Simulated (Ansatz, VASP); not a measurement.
**LiCl: VASP beside Ansatz**

```
CELL_PARAMETERS angstrom
-0.81090 2.22996 2.22996
2.22996 -0.81090 2.22996
2.22996 2.22996 -0.81090
ATOMIC_POSITIONS crystal
Li 0.00000 0.00000 0.00000
Cl 0.50000 0.50000 0.50000
```

Alike in both runs: task single point; functional PBEsol; k mesh 8 × 8 × 8; occupations gaussian, width 0.05 eV; no spin polarisation.

|  | VASP | Ansatz |
| --- | --- | --- |
| version | VASP 6.6.1 | Ansatz 0.2.0 |
| potentials or method | VASP PAW PBE potentials, release 64 (Li_sv, Cl) | scalar-relativistic, plane waves, PAW |
| plane-wave cutoff (eV) | 520 | 420 |
| valence electrons in the cell | 10 | 10 |

```csv
,VASP,Ansatz,Ansatz less VASP
gap on the k mesh at the Fermi level (eV),4.63,4.62,-0.013
least direct gap on the mesh (eV),4.93,4.92,-0.015
```

 A k mesh can miss the band edges.
